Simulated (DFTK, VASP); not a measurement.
Given: the input of a run of DFTK 0.8.2 on GaN. The cell is a database's computed one, not the measured one.

run.jl

```julia
using DFTK
using PseudoPotentialData
using Unitful, UnitfulAtomic
using LinearAlgebra, Printf
include("save.jl")
disable_threading()

# lattice vectors are the columns
lattice = austrip(1u"Å") * [           0.0   2.2535006075   2.2535006075;
             2.2535006075            0.0   2.2535006075;
             2.2535006075   2.2535006075            0.0]
symbols   = [:Ga, :N]
positions = [[0.0, 0.0, 0.0],
             [0.25, 0.25, 0.25]]
pseudopotentials = PseudoFamily("dojo.nc.sr.pbesol.v0_4_1.standard.upf")
elements = Dict(s => ElementPsp(s, pseudopotentials) for s in unique(symbols))
atoms    = [elements[s] for s in symbols]

build_model(lattice, positions; symmetries=true) =
    model_DFT(lattice, atoms, positions;
              functionals=PBEsol(),
              temperature=austrip(0.05u"eV"),
              smearing=Smearing.FermiDirac(),
              symmetries)
Ecut  = 42.0  # hartree
kgrid = [10, 10, 10]
tol   = 1e-6
to_GPa = ustrip(uconvert(u"GPa", 1u"hartree/bohr^3"))

model = build_model(lattice, positions)
basis = PlaneWaveBasis(model; Ecut, kgrid)
display(basis)
scfres = self_consistent_field(basis;
                               tol,
                               nbandsalg=AdaptiveBands(model; n_bands_converge=14))
display(scfres.energies)
@printf "Fermi level: %.6f eV\n" ustrip(auconvert(u"eV", something(scfres.εF, NaN)))
forces = compute_forces_cart(scfres)
println("Forces (eV/Å)")
for (s, f) in zip(symbols, forces)
    @printf "%-3s %12.6f %12.6f %12.6f\n" s ustrip.(auconvert.(u"eV/Å", f))...
end
stress = compute_stresses_cart(scfres)
println("Stress (GPa)")
display(round.(stress * to_GPa; digits=4))
println("Levels at the first k-point (eV): ", round.(ustrip.(auconvert.(u"eV", scfres.eigenvalues[1][1:scfres.n_bands_converge])); digits=4))
save_scf!(scfres; forces, stress)
```

Potentials or basis: dojo.nc.sr.pbesol.v0_4_1.standard.upf (PBEsol).

The run is started by

```console
$ julia --threads=1 run.jl  # save.jl only writes the numbers to a file and isn't shown; printed stress counts tension as positive; times include loading and compiling
```

What does the same run look like in VASP 6.6.1? Potentials or basis there: PBE PAW files Ga_d, N, 520 eV.

As run (cutoffs and basis follow the program's own potentials, and thresholds, step limits or extra output files can differ):

Contents of INCAR:

```
PREC = Accurate
ENCUT = 520
EDIFF = 1E-7
ISMEAR = -1
SIGMA = 0.05
LREAL = False
LASPH = True
NELM = 80
ALGO = Normal
ISIF = 2
LWAVE = False
LCHARG = False
GGA = PS
NBANDS = 16
```

The input KPOINTS:

```
regular mesh
0
Gamma
  10 10 10
```

POSCAR

```
GaN
1.0
    0.0000000000      2.2535006075      2.2535006075
    2.2535006075      0.0000000000      2.2535006075
    2.2535006075      2.2535006075      0.0000000000
Ga N
1 1
Direct
    0.0000000000      0.0000000000      0.0000000000
    0.2500000000      0.2500000000      0.2500000000
```

Potentials or basis: VASP PAW PBE potentials, release 64 (Ga_d, N).

The run is started by

```console
$ cat potpaw_PBE.64/Ga_d/POTCAR potpaw_PBE.64/N/POTCAR > POTCAR
$ mpirun -np 1 vasp_std > vasp.out
```

Both were run:

|  | DFTK | VASP |
| --- | --- | --- |
| Pressure | -0.9 GPa | -1.3 GPa |

VASP's potentials were made for PBE.

Pressure is positive in compression.
